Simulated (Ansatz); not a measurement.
## RbCl: experiment and calculation

**Experimental background.**

A printed reference work, data compilation reports, for a bulk crystal of RbCl at 300.15 K: lattice constant a 6.581 Å.

From a printed reference work, textbook, for a bulk crystal of RbCl at 80 K: high-frequency dielectric constant 2.19.

The runs below are set against these values where they give the same quantity.

All numbers below come from Ansatz 0.2.0, DFT PBE, scalar-relativistic, plane waves, PAW.

Settings: cutoff 420 eV, Γ-centred mesh 6×6×6 on the computed 2-atom cell, Gaussian smearing of 0.02 eV; no spin polarisation.

Relaxed structure, symmetry kept:

```cif
data_structure
_symmetry_space_group_name_H-M 'Fm-3m'
_symmetry_Int_Tables_number 225
_cell_length_a 6.6983
_cell_length_b 6.6983
_cell_length_c 6.6983
_cell_angle_alpha 90.000
_cell_angle_beta 90.000
_cell_angle_gamma 90.000
_cell_volume 300.53
loop_
_atom_site_label
_atom_site_type_symbol
_atom_site_symmetry_multiplicity
_atom_site_Wyckoff_symbol
_atom_site_fract_x
_atom_site_fract_y
_atom_site_fract_z
_atom_site_occupancy
Rb1 Rb 4 a 0.00000 0.00000 0.00000 1
Cl1 Cl 4 b 0.50000 0.00000 0.00000 1
```

| Property | Result |
| --- | --- |
| Space group | Fm-3m (No. 225) |
| Volume per atom | 37.57 Å³ |
| Formation energy from the elements' standard states (uncorrected) | -1.986 eV/atom |
| Kohn–Sham band gap | 4.84 eV, direct at Γ |
| Löwdin character of the top 1 eV of the valence band | Cl 3p 96 % |
| Löwdin character of the lowest 1 eV of the conduction band | Rb 5s 79 %, Cl 3s 12 % |
| Electron masses at the edge by Cartesian direction of the standard setting (m_e; degenerate bands sorted by energy; no spin-orbit coupling) | x: 0.44; y: 0.44; z: 0.44 |
| Hole masses at the edge by Cartesian direction of the standard setting (m_e; degenerate bands sorted by energy; no spin-orbit coupling) | x: 8.1, 8.1, 0.74; y: 8.1, 8.1, 0.74; z: 8.1, 8.1, 0.74 |
| Bulk modulus | 14.2 GPa |
| Its pressure derivative | 5.0 |
| Electronic dielectric constant xx, yy, zz of the standard setting (independent particles) | 2.5, 2.5, 2.5 |
| Bader charges (e) | Rb (1 in the cell) 0.85, Cl (1 in the cell) -0.85 |

Against the measured lattice constant a of RbCl, 6.581 Å (300.15 K; a printed reference work, data compilation), the calculated 6.698 Å is off by +1.8 %. The calculation is for 0 K without zero-point motion. A measured high-frequency dielectric constant of RbCl is 2.19 (80 K; a printed reference work, textbook); the calculated 2.52 misses it by +15.1 %. Local fields are left out.